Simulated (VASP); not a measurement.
A run of VASP 6.6.1 is set up as follows.

INCAR

```
PREC     = Accurate       # precision mode
ENCUT    = 520            # plane-wave cutoff, eV
EDIFF    = 1E-7           # SCF threshold, eV
ISMEAR   = 0              # smearing method
SIGMA    = 0.02           # smearing width, eV
LREAL    = F              # projectors in reciprocal space
LASPH    = T              # aspherical terms in the spheres
NELM     = 100            # most SCF steps
ALGO     = Normal         # electronic algorithm
ISIF     = 2              # what is computed and relaxed
LWAVE    = F              # write WAVECAR
LCHARG   = F              # write CHGCAR
```

Contents of KPOINTS:

```
regular mesh
0
Gamma
  14 14 14
```

Contents of POSCAR:

```
C                                       
1.0
    0.0000000000      1.7679043440      1.7679043440
    1.7679043440     -0.0000000000      1.7679043440
    1.7679043440      1.7679043440     -0.0000000000
  C             
     2
Direct
     0.0000000000000000    0.0000000000000000    0.0000000000000000
     0.2500000000000000    0.2500000000000000    0.2500000000000000
```

KPOINTS_OPT

```
path GXWKGLUWLK,UX
15
line-mode
reciprocal
 0.0000000000  0.0000000000  0.0000000000  G
 0.5000000000  0.0000000000  0.5000000000  X

 0.5000000000  0.0000000000  0.5000000000  X
 0.5000000000  0.2500000000  0.7500000000  W

 0.5000000000  0.2500000000  0.7500000000  W
 0.3750000000  0.3750000000  0.7500000000  K

 0.3750000000  0.3750000000  0.7500000000  K
 0.0000000000  0.0000000000  0.0000000000  G

 0.0000000000  0.0000000000  0.0000000000  G
 0.5000000000  0.5000000000  0.5000000000  L

 0.5000000000  0.5000000000  0.5000000000  L
 0.6250000000  0.2500000000  0.6250000000  U

 0.6250000000  0.2500000000  0.6250000000  U
 0.5000000000  0.2500000000  0.7500000000  W

 0.5000000000  0.2500000000  0.7500000000  W
 0.5000000000  0.5000000000  0.5000000000  L

 0.5000000000  0.5000000000  0.5000000000  L
 0.3750000000  0.3750000000  0.7500000000  K

 0.6250000000  0.2500000000  0.6250000000  U
 0.5000000000  0.0000000000  0.5000000000  X
```

Potentials or basis: VASP PAW LDA potentials, release 64 (C).

Command:

```sh
$ cat potpaw_LDA.64/C/POTCAR > POTCAR
$ mpirun -np 1 vasp_std > vasp.out
```

Question: Predict the band gap on the k mesh.

Answer: 4.16 eV, indirect (least direct gap 5.62 eV).

Question: Estimate the band gap along the path.

Answer: 4.16 eV, indirect (least direct gap 5.62 eV).

Question: Estimate the pressure.

Answer: 0.0 GPa.

Levels at the corners of the path, in eV from the valence-band top:
| point | band 1 | band 2 | band 3 | band 4 | band 5 | band 6 | band 7 | band 8 |
| --- | --- | --- | --- | --- | --- | --- | --- | --- |
| Γ | -21.67 | 0.00 | 0.00 | 0.00 | 5.62 | 5.62 | 5.62 | 14.16 |
| X | -12.79 | -12.79 | -6.45 | -6.45 | 4.76 | 4.76 | 17.03 | 17.03 |
| X | -12.79 | -12.79 | -6.45 | -6.45 | 4.76 | 4.76 | 17.03 | 17.03 |
| W | -11.92 | -11.92 | -8.59 | -8.59 | 10.56 | 10.56 | 12.68 | 12.68 |
| W | -11.92 | -11.92 | -8.59 | -8.59 | 10.56 | 10.56 | 12.68 | 12.68 |
| K | -12.92 | -11.76 | -9.61 | -5.49 | 5.69 | 10.85 | 14.54 | 15.95 |
| K | -12.92 | -11.76 | -9.61 | -5.49 | 5.69 | 10.85 | 14.54 | 15.95 |
| Γ | -21.67 | 0.00 | 0.00 | 0.00 | 5.62 | 5.62 | 5.62 | 14.16 |
| Γ | -21.67 | 0.00 | 0.00 | 0.00 | 5.62 | 5.62 | 5.62 | 14.16 |
| L | -15.68 | -13.65 | -2.86 | -2.86 | 8.49 | 8.49 | 9.37 | 15.64 |
| L | -15.68 | -13.65 | -2.86 | -2.86 | 8.49 | 8.49 | 9.37 | 15.64 |
| U | -12.92 | -11.76 | -9.61 | -5.49 | 5.69 | 10.85 | 14.54 | 15.95 |
| U | -12.92 | -11.76 | -9.61 | -5.49 | 5.69 | 10.85 | 14.54 | 15.95 |
| W | -11.92 | -11.92 | -8.59 | -8.59 | 10.56 | 10.56 | 12.68 | 12.68 |
| W | -11.92 | -11.92 | -8.59 | -8.59 | 10.56 | 10.56 | 12.68 | 12.68 |
| L | -15.68 | -13.65 | -2.86 | -2.86 | 8.49 | 8.49 | 9.37 | 15.64 |
| L | -15.68 | -13.65 | -2.86 | -2.86 | 8.49 | 8.49 | 9.37 | 15.64 |
| K | -12.92 | -11.76 | -9.61 | -5.49 | 5.69 | 10.85 | 14.54 | 15.95 |
| U | -12.92 | -11.76 | -9.61 | -5.49 | 5.69 | 10.85 | 14.54 | 15.95 |
| X | -12.79 | -12.79 | -6.45 | -6.45 | 4.76 | 4.76 | 17.03 | 17.03 |

As with any semilocal functional, this LDA gap is likely too small.
